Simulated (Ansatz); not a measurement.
# Does relaxation matter for the field gradients of NaH with an H vacancy?

Start: a supercell of NaH (rock salt type, Fm-3m) built from a computed structure from the Materials Project (it need not be an observed phase), with all atoms left at the host's positions.

Space group Fm-3m (No. 225); a = 14.3185 Å.

| site | Wyckoff | site symmetry | x | y | z |
| --- | --- | --- | --- | --- | --- |
| Na1 | 32f | .3m | 0.3333 | 0.8333 | 0.8333 |
| Na2 | 24e | 4m.m | 0.5000 | 0.0000 | 0.8333 |
| Na6 | 48h | m.m2 | 0.8333 | 0.1667 | 0.0000 |
| Na27 | 4a | m-3m | 0.0000 | 0.5000 | 0.5000 |
| H28 | 48i | m.m2 | 0.6667 | 0.1667 | 0.0000 |
| H31 | 32f | .3m | 0.8333 | 0.1667 | 0.1667 |
| H41 | 24e | 4m.m | 0.0000 | 0.5000 | 0.3333 |

One atom of each set is listed; the run and its k-mesh use a cell of 53 atoms with edges of 10.12, 10.12, 10.12 Å.

Computed with Ansatz: DFT, PBE, plane waves and PAW, scalar-relativistic, 420 eV cutoff, Γ-centred 3×3×3 k-points, Fermi–Dirac smearing 0.01 eV, cell charge +1.

The largest force at the start is 0.74 eV/Å. Relaxing the ions at fixed cell moves them by 0.194 Å at most (atom 13, Na) and 0.074 Å rms.

```csv
site,moved (Å),first shell before,first shell after,V_zz before (10²¹ V/m²),η before
Na1,0.009,6 H at 2.39 Å,6 H at 2.38–2.39 Å,<0.005,–
Na2,0.194,5 H at 2.39 Å,5 H at 2.22–2.35 Å,1.42,0.00
Na6,0.003,6 H at 2.39 Å,6 H at 2.38–2.44 Å,-0.11,0.44
H28,0.070,6 Na at 2.39 Å,6 Na at 2.35–2.44 Å,<0.005,–
H41,0.027,6 Na at 2.39 Å,6 Na at 2.22–2.38 Å,<0.005,–
```

(1) How do the gradients change?

Answers

(1) 

```csv
site,V_zz after,η after,change of V_zz
Na1,-0.091,0.00,-0.09
Na2,0.86,0.00,-0.56
Na6,-0.17,0.29,-0.06
H28,-0.024,0.94,-0.02
H41,0.050,0.00,+0.05
```

The largest change of V_zz is on Na2, from 1.42 to 0.86. In per cent, |V_zz| changes by -39 on Na (all sites that start above 0.5). On Na6 V_xx and V_yy change places (or their axes turn by over 50°), so the two values of η hide a larger change. Sites with |V_zz| of 0.02 or less aren't listed.

The defect repeats with the cell of 53 atoms, so it feels its images: sites between two images don't show the values beside a lone defect, and zeros or small values of η there can come from the images' arrangement. A uniform background compensates the cell's charge.
Before: The neighbours have not yet relaxed around the defect (largest force 0.74 eV/Å), so a real crystal will differ.
